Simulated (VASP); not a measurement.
# C in VASP: a series of runs

One slab, C, is run at these levels: LDA; tasks: single point, relaxation of the atoms.

Program: VASP 6.6.1. These are calculated values, not measurements. Logs are shortened: lines on timing, memory, paths and dates and some standing lists are left out, and cuts for length are marked.

**1. The structure**

The cell holds a slab with vacuum, 10 atoms: a = 2.497 Å, b = 2.497 Å, c = 22.666 Å, α = 90.00°, β = 90.00°, γ = 120.00°.

The cell was built by a generator and needn't be a form met in nature.

**2. Single point, LDA**

Input file INCAR:

```
SYSTEM = C
  ALGO = Normal
  DIPOL = 0.5 0.5 0.500
  EDIFF = 1E-7
  ENCUT = 520
  GGA = CA
  IDIPOL = 3
  ISIF = 2
  ISMEAR = 0
  LASPH = .TRUE.
  LCHARG = .FALSE.
  LDIPOL = .TRUE.
  LREAL = .FALSE.
  LWAVE = .FALSE.
  NBANDS = 31
  NELM = 100
  PREC = Accurate
  SIGMA = 0.03
```

Input file KPOINTS:

```
k-points
0
G
  12 12 1
  0 0 0
```

Input file POSCAR:

```
C
1.0
    2.4973161824      0.0000000287      0.0000000000
   -1.2486581160      2.1627392409      0.0000000000
    0.0000000000      0.0000000000     22.6659535452
C
10
Direct
    1.0000000000      0.0000000000      0.3144448301
    0.6666666667      0.3333333333      0.3257964437
    0.6666666667      0.3333333333      0.3994292820
    0.3333333333      0.6666666667      0.4206344583
    0.3333333333      0.6666666667      0.4888947546
    0.0000000000      0.0000000000      0.5111078291
    0.0000000000      0.0000000000      0.5793678994
    0.6666666667      0.3333333333      0.6005723524
    0.6666666667      0.3333333333      0.6742067646
    0.3333333333      0.6666666667      0.6855585166
```

Potentials or basis: VASP PAW LDA potentials, release 64 (C).

Launch:

```sh
$ cat potpaw_LDA.64/C/POTCAR > POTCAR
$ mpirun -np 1 vasp_std > vasp.out
```

OUTCAR:

```text
SYSTEM = C
   EDIFF = 1E-7
   ENCUT = 520
   GGA = CA
   ISIF = 2
   ISMEAR = 0
   LASPH = .TRUE.
   LREAL = .FALSE.
   NELM = 100
   PREC = Accurate

 ion  position               nearest neighbor table
   1  0.000  0.000  0.314-   2 1.46   2 1.46   2 1.46
   2  0.667  0.333  0.326-   1 1.46   1 1.46   1 1.46   3 1.67
   3  0.667  0.333  0.399-   4 1.52   4 1.52   4 1.52   2 1.67
   4  0.333  0.667  0.421-   3 1.52   3 1.52   3 1.52   5 1.55
   5  0.333  0.667  0.489-   6 1.53   6 1.53   6 1.53   4 1.55
   6  0.000  0.000  0.511-   5 1.53   5 1.53   5 1.53   7 1.55
   7  0.000  0.000  0.579-   8 1.52   8 1.52   8 1.52   6 1.55
   8  0.667  0.333  0.601-   7 1.52   7 1.52   7 1.52   9 1.67
   9  0.667  0.333  0.674-  10 1.46  10 1.46  10 1.46   8 1.67
  10  0.333  0.667  0.686-   9 1.46   9 1.46   9 1.46

  LATTYP: Found a hexagonal cell.
 ALAT       =     2.4973161824
 C/A-ratio  =     9.0761248836

  Lattice vectors:

 A1 = (   2.4973161824,   0.0000000287,   0.0000000000)
 A2 = (  -1.2486581160,   2.1627392409,   0.0000000000)
 A3 = (   0.0000000000,   0.0000000000,  22.6659535452)

Analysis of symmetry for initial positions (statically):
=====================================================================
 Subroutine PRICEL returns:
 Original cell was already a primitive cell.

 Routine SETGRP: Setting up the symmetry group for a
 hexagonal supercell.

 Subroutine GETGRP returns: Found 12 space group operations
 (whereof  6 operations were pure point group operations)
 out of a pool of 24 trial point group operations.

The static configuration has the point symmetry C_3v.
 The point group associated with its full space group is D_3d.

Analysis of symmetry for dynamics (positions and initial velocities):
=====================================================================
 Subroutine PRICEL returns:
 Original cell was already a primitive cell.

 Routine SETGRP: Setting up the symmetry group for a
 hexagonal supercell.

 Subroutine GETGRP returns: Found 12 space group operations
 (whereof  6 operations were pure point group operations)
 out of a pool of 24 trial point group operations.

The dynamic configuration has the point symmetry C_3v.
 The point group associated with its full space group is D_3d.

 Subroutine INISYM returns: Found 12 space group operations
 (whereof  6 operations are pure point group operations),
 and found     1 'primitive' translations

----------------------------------------------------------------------------------------

                                     Primitive cell

  volume of cell :     122.4198

  direct lattice vectors                    reciprocal lattice vectors
     2.497316182  0.000000029  0.000000000     0.400429870  0.231188299  0.000000000
    -1.248658116  2.162739241  0.000000000    -0.000000005  0.462376589  0.000000000
     0.000000000  0.000000000 22.665953545     0.000000000  0.000000000  0.044119035

  length of vectors
     2.497316182  2.497316182 22.665953545     0.462376589  0.462376589  0.044119035

  position of ions in fractional coordinates (direct lattice)
     0.000000000  0.000000000  0.314444830
     0.666666667  0.333333333  0.325796444
     0.666666667  0.333333333  0.399429282
     0.333333333  0.666666667  0.420634458
     0.333333333  0.666666667  0.488894755
     0.000000000  0.000000000  0.511107829
     0.000000000  0.000000000  0.579367899
     0.666666667  0.333333333  0.600572352
     0.666666667  0.333333333  0.674206765
     0.333333333  0.666666667  0.685558517

  ion indices of the primitive-cell ions
   primitive index   ion index
                 1           1
                 2           2
                 3           3
                 4           4
                 5           5
                 6           6
                 7           7
                 8           8
                 9           9
                10          10

----------------------------------------------------------------------------------------

 KPOINTS: k-points

Automatic generation of k-mesh.
 Grid dimensions read from file:
 generate k-points for:   12   12    1

 Generating k-lattice:

  Cartesian coordinates                     Fractional coordinates (reciprocal lattice)
     0.033369156  0.019265692  0.000000000     0.083333333  0.000000000  0.000000000
    -0.000000000  0.038531382  0.000000000    -0.000000000  0.083333333  0.000000000
     0.000000000  0.000000000  0.044119035     0.000000000  0.000000000  1.000000000

  Length of vectors
     0.038531382  0.038531382  0.044119035

  Shift w.r.t. Gamma in fractional coordinates (k-lattice)
     0.000000000  0.000000000  0.000000000

 Subroutine IBZKPT returns following result:
 ===========================================

 Found     19 irreducible k-points:

 Following reciprocal coordinates:
            Coordinates               Weight
  0.000000  0.000000  0.000000      1.000000
  0.083333  0.000000  0.000000      6.000000
  0.166667  0.000000  0.000000      6.000000
  0.250000  0.000000  0.000000      6.000000
  0.333333  0.000000  0.000000      6.000000
  0.416667  0.000000  0.000000      6.000000
[... 11 lines left out ...]
  0.333333  0.250000  0.000000     12.000000
  0.333333  0.333333  0.000000      2.000000
   k-points           NKPTS =     19   k-points in BZ     NKDIM =     19   number of bands    NBANDS=     31
   number of dos      NEDOS =    301   number of ions     NIONS =     10
   total plane-waves  NPLWV =  72000
   dimension x,y,z NGX =    20 NGY =   20 NGZ =  180
   dimension x,y,z NGXF=    40 NGYF=   40 NGZF=  360
   ions per type =              10
   NGX,Y,Z   is equivalent  to a cutoff of  13.31, 13.31, 13.20 a.u.
   NGXF,Y,Z  is equivalent  to a cutoff of  26.63, 26.63, 26.40 a.u.
 SYSTEM =  C
   PREC   = accura    normal or accurate (medium, high low for compatibility)
   ISTART =      0    job   : 0-new  1-cont  2-samecut
   ICHARG =      2    charge: 1-file 2-atom 10-const
   ISPIN  =      1    spin polarized calculation?
   LNONCOLLINEAR =      F non collinear calculations
   LSORBIT =      F    spin-orbit coupling
   LASPH  =      T    aspherical Exc in radial PAW
   ENCUT  =  520.0 eV  38.22 Ry    6.18 a.u.   4.64  4.64 42.14*2*pi/ulx,y,z
   NELM   =    100;   NELMIN=  2; NELMDL= -5     # of ELM steps
   EDIFF  = 0.1E-06   stopping-criterion for ELM
   LREAL  =      F    real-space projection
   EDIFFG = 0.1E-05   stopping-criterion for IOM
   NSW    =      0    number of steps for IOM
   IBRION =     -1    ionic relax: 0-MD 1-quasi-New 2-CG
   NFREE  =      0    steps in history (QN), initial steepest desc. (CG)
   ISIF   =      2    stress and relaxation
   ISYM   =      2    0-nonsym 1-usesym 2-fastsym
   POTIM  = 0.5000    time-step for ionic-motion
   TEBEG  =    0.0;   TEEND  =   0.0 temperature during run
   PSTRESS=    0.0 pullay stress
   NELECT =      40.0000    total number of electrons
   NUPDOWN=      -1.0000    fix difference up-down
   EMIN   =  10.00;   EMAX   =-10.00  energy-range for DOS
   EFERMI =   0.00;   METHOD = LEGACY
   ISMEAR =     0;   SIGMA  =   0.03  broadening in eV -4-tet -1-fermi 0-gaus
   EFERMI_NEDOS =   21; number of points for ismear=-14 and -15
   IALGO  =     38    algorithm
   IMIX   =      4    mixing-type and parameters
     AMIX     =   0.40;   BMIX     =  1.00
     AMIX_MAG =   1.60;   BMIX_MAG =  1.00
  volume/ion in A,a.u.               =      12.24        82.61
  Fermi-wavevector in a.u.,A,eV,Ry     =   1.127572  2.130802 17.298699  1.271419
  Thomas-Fermi vector in A             =   2.264259
   LORBIT       =      0    0 simple, 1 ext, 2 COOP (PROOUT), +10 PAW based schemes
   GGA     = CA    functional components
   LHFCALC =     F    Hartree Fock is set to
   AEXX    =    0.0000 exact exchange contribution
   IVDW    =     0    specifies the selected vdW correction
   LEPSILON=     F    determine dielectric tensor
   LRPA    =     F    only Hartree local field effects (RPA)
 non-spin polarized calculation
 Gauss-broadening in eV      SIGMA  =   0.03
  energy-cutoff  :      520.00
  volume of cell :      122.42
 maximum number of plane-waves:      3331
 NGX is ok and might be reduce to    20
   NGX =  9   NGY =  9   NGZ = 85

 dipolmoment           0.000000      0.000000     -0.000000 electrons x Angstroem

 number of electron      40.0000001 magnetization

 dipolmoment           0.000000      0.000000      0.000317 electrons x Angstroem

 Free energy of the ion-electron system (eV)
  ---------------------------------------------------
  ext. energy  EPLUGINS =         0.00000000
  ---------------------------------------------------
  free energy    TOTEN  =       -96.91319135 eV

  energy without entropy =      -96.91074011  energy(sigma->0) =      -96.91196573

 E-fermi :   2.3928     XC(G=0):  -6.8848

 val. band max:        2.3486581199   @ k =   0.3333   0.0833   0.0000
 cond. band min:       2.3951378533   @ k =   0.3333   0.0833   0.0000
 fundamental gap:      0.0464797334
 Fermi energy:         2.3928398576

 k-point     1 :       0.0000    0.0000    0.0000
  band No.  band energies     occupation
      1     -20.8238      2.00000
      2     -19.7528      2.00000
      3     -18.4473      2.00000
      4     -16.9029      2.00000
      5     -15.3856      2.00000
      6     -11.1078      2.00000
[... 23 lines left out ...]
     30       8.8642      0.00000
     31       8.8642      0.00000

 k-point     2 :       0.0833    0.0000    0.0000
  band No.  band energies     occupation
      1     -20.6502      2.00000
      2     -19.5809      2.00000
      3     -18.2786      2.00000
      4     -16.7398      2.00000
      5     -15.2323      2.00000
      6     -10.9508      2.00000
[... 570 lines left out ...]
 k-point    19 :       0.3333    0.3333    0.0000
  band No.  band energies     occupation
      1     -13.4485      2.00000
      2     -13.4461      2.00000
      3     -12.8597      2.00000
      4     -12.6781      2.00000
      5     -11.1308      2.00000
      6     -11.1276      2.00000
[... 23 lines left out ...]
     30      13.2995      0.00000
     31      14.4373      0.00000

------------------------ aborting loop because EDIFF is reached ----------------------------------------

 vacuum level on the upper side and lower side of the slab       (xc-potential included)        -0.087        -0.097

  FORCE on cell =-STRESS in cart. coord.  units (eV):
  Direction    XX          YY          ZZ          XY          YZ          ZX
  --------------------------------------------------------------------------------------
  -------------------------------------------------------------------------------------
  Total        0.6378540      0.6378540      0.3918367      0.0000000      0.0000000      0.0000000
  in kB        8.3479565      8.3479565      5.1281888      0.0000000      0.0000000      0.0000000
  external PRESSURE =       7.2747006 kB  Pullay stress =       0.0000000 kB

 VOLUME and BASIS-vectors are now :
 -----------------------------------------------------------------------------
  energy-cutoff  :      520.00
  volume of cell :      122.42
      direct lattice vectors                 reciprocal lattice vectors
     2.497316182  0.000000029  0.000000000     0.400429870  0.231188299  0.000000000
    -1.248658116  2.162739241  0.000000000    -0.000000005  0.462376589  0.000000000
     0.000000000  0.000000000 22.665953545     0.000000000  0.000000000  0.044119035

 POSITION                                       TOTAL-FORCE (eV/Angst)
 -----------------------------------------------------------------------------------
      0.00000      0.00000      7.12719         0.000000     -0.000000     -0.033814
      1.24866      0.72091      7.38449         0.000000     -0.000000     -0.012810
      1.24866      0.72091      9.05345         0.000000     -0.000000     -0.021698
     -0.00000      1.44183      9.53408        -0.000000     -0.000000      0.000911
     -0.00000      1.44183     11.08127         0.000000     -0.000000     -0.001283
      0.00000      0.00000     11.58475        -0.000000      0.000000      0.001283
      0.00000      0.00000     13.13193         0.000000      0.000000     -0.000911
      1.24866      0.72091     13.61255        -0.000000      0.000000      0.021698
      1.24866      0.72091     15.28154        -0.000000      0.000000      0.012810
     -0.00000      1.44183     15.53884        -0.000000      0.000000      0.033814
 -----------------------------------------------------------------------------------
    total drift:                               -0.000000      0.000000      0.062470

  FREE ENERGIE OF THE ION-ELECTRON SYSTEM (eV)
  ---------------------------------------------------
  free  energy   TOTEN  =       -96.9131913455 eV

  energy  without entropy=      -96.9107401100  energy(sigma->0) =      -96.91196573

 vacuum level on the upper side and lower side of the slab         7.308         7.297
```

Run time: 76 s. Hardware: 1 thread of Intel Xeon 6975P-C (Granite Rapids), shared host; peak memory 0.22 GiB.

Results:

```
Free energy            : -96.9132 eV
Largest force          : 0.034 eV/Å
Band gap on the k mesh : none (metal or under the smearing width)
```

Forces in eV/Å, atoms in the order of the input:
```
C    0.000  0.000 -0.034
C    0.000  0.000 -0.013
C    0.000  0.000 -0.022
C    0.000  0.000  0.001
C    0.000  0.000 -0.001
C    0.000  0.000  0.001
C    0.000  0.000 -0.001
C    0.000  0.000  0.022
C    0.000  0.000  0.013
C    0.000  0.000  0.034
```

(Continued in part 2 of 2.)
